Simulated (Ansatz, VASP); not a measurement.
**Te: VASP beside Ansatz**

```xyz
1
Lattice="3.2251 0.0000 0.0000 -1.6125 2.7930 0.0000 0.0000 0.0000 3.0300" Properties=species:S:1:pos:R:3 pbc="T T T"
Te    0.0000    0.0000    0.0000
```

Alike in both runs: functional PBE; k mesh 14 × 14 × 13; occupations fermi-dirac, width 0.1 eV; no spin polarisation.

Ansatz relaxed the structure, and its values are those at the end. VASP's run is a single point on that final structure, the one shown.

```csv
,VASP,Ansatz
version,VASP 6.6.1,Ansatz 0.2.0
potentials or method,"VASP PAW PBE potentials, release 64 (Te)","PAW with Ansatz's default frozen-core files, scalar-relativistic"
plane-wave cutoff (eV),520,420
valence electrons in the cell,6,16
```

```tsv
	VASP	Ansatz	Ansatz less VASP
pressure (GPa)	9.0	9.0	+0.05
```

With one functional, cell and mesh, what is left measures potentials, basis and numerics. The two sets of potentials don't hold the same shells in valence.

Spin-orbit coupling is left out, which matters for the levels of Te.
